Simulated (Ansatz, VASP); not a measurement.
# Two plane-wave programs on Al2Ru

Contents of INCAR:

```
SYSTEM = Al2Ru
  PREC = Accurate
  ENCUT = 600
  EDIFF = 1E-6
  ISMEAR = 0
  SIGMA = 0.01
  LREAL = .False.
  LASPH = .True.
  NELM = 100
  ALGO = Normal
  ISIF = 3
  LWAVE = .False.
  LCHARG = .False.
  GGA = PS
  IBRION = 2
  NSW = 100
  EDIFFG = -0.005
```

File KPOINTS:

```
Automatic mesh
0
Gamma
  10 10 10
  0 0 0
```

File POSCAR:

```
Al2Ru
1.0
    0.0000000000      3.9898374997      4.3915250777
    2.3524746913      0.0000000000      4.3915250777
    2.3524746913      3.9898374997      0.0000000000
Al Ru
4 2
Direct
    0.0790610300      0.4209389700      0.0790610300
    0.4209389700      0.0790610300      0.4209389700
    0.1709389700      0.8290610300      0.1709389700
    0.8290610300      0.1709389700      0.8290610300
    0.7500000000      0.7500000000      0.7500000000
    0.5000000000      0.5000000000      0.5000000000
```

Input for Ansatz:

```yaml
crystal:
  lattice:
    - [0.0, 3.9898374997, 4.3915250777]
    - [2.3524746913, 0.0, 4.3915250777]
    - [2.3524746913, 3.9898374997, 0.0]
  atoms:
    - { symbol: Al, position: [0.07906103, 0.42093897, 0.07906103] }
    - { symbol: Al, position: [0.42093897, 0.07906103, 0.42093897] }
    - { symbol: Al, position: [0.17093897, 0.82906103, 0.17093897] }
    - { symbol: Al, position: [0.82906103, 0.17093897, 0.82906103] }
    - { symbol: Ru, position: [0.75, 0.75, 0.75] }
    - { symbol: Ru, position: [0.5, 0.5, 0.5] }
basis:
  ecutwfc: 420
kpoints:
  mp_grid: { grid: [10, 10, 10] }
hamiltonian:
  xc: pbesol
scf:
  occupations: { method: gaussian, width: 0.01 }
output:
  forces: true
  stress: true
  eigenvalues: true
relax:
  adjacent_minimum: "off"
  f_tol: 0.005
  max_steps: 80
  cell: { stress_tol: 0.05 }
```

The cell comes from a database or a generator and needn't be the stable form of this composition.

Alike in both runs: task relaxation of cell and atoms; functional PBEsol; k mesh 10 × 10 × 10; occupations gaussian, width 0.01 eV; no spin polarisation.

```csv
,VASP,Ansatz
version,VASP 6.6.1,Ansatz 0.2.0
potentials or method,"VASP PAW PBE potentials, release 64 (Al, Ru_pv)","scalar-relativistic, plane waves, PAW"
plane-wave cutoff (eV),600,420
valence electrons in the cell,40,44
```

```tsv
	VASP	Ansatz	Ansatz less VASP
gap on the k mesh at the Fermi level, each at its own relaxed structure (eV)	0.08	0.08	+0.001
relaxed volume (Å³/atom)	13.71	13.70	-0.006
relaxed cell length with the largest relative difference (Å)	4.976	4.975	-0.0009
```

The two sets of potentials don't hold the same shells in valence.

Caveats: the PAW data sets were made with another functional, which shifts forces and pressure a little (VASP).
